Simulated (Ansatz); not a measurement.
# In: the cost of one run

Method: DFT PBE, scalar-relativistic, plane waves, PAW, in Ansatz 0.2.0.

### Step 1. The structure to begin with

Symmetry: P4_32_12, No. 96, tetragonal system. The conventional cell has a = 4.498 Å, b = 4.498 Å, c = 5.415 Å, α = 90.00°, β = 90.00°, γ = 90.00°. In (site symmetry 2) has 6 In at 2.86 to 3.14 Å as nearest neighbours.

As a file:

```
CELL_PARAMETERS angstrom
4.49847 0.00000 0.00000
0.00000 4.49847 0.00000
0.00000 0.00000 5.41526
ATOMIC_POSITIONS crystal
In 0.12500 0.12500 0.50000
In 0.37500 0.62500 0.25000
In 0.62500 0.37500 0.75000
In 0.87500 0.87500 0.00000
```

### Step 2. Coarse relaxation

Input file input.yaml:

```yaml
crystal:
  lattice:
    - [4.4984710021, 0.0, 0.0]
    - [0.0, 4.4984710021, 0.0]
    - [0.0, 0.0, 5.4152640433]
  atoms:
    - { symbol: In, position: [0.125, 0.125, 0.5] }
    - { symbol: In, position: [0.375, 0.625, 0.25] }
    - { symbol: In, position: [0.625, 0.375, 0.75] }
    - { symbol: In, position: [0.875, 0.875, 0.0] }
basis:
  ecutwfc: 420
kpoints:
  mp_grid: { grid: [4, 4, 4] }
hamiltonian:
  xc: pbe
scf:
  occupations: { method: gaussian, width: 0.1 }
  lower_state_search: "off"
output:
  forces: true
  stress: true
  eigenvalues: true
relax:
  adjacent_minimum: "off"
  f_tol: 0.04
  max_steps: 70
  cell: { stress_tol: 0.4 }
```

**Question.** How long does this run take on 1 thread of an Arm CPU, shared host, and how much memory does it need?

About 77 s, with a peak of 0.33 GiB.
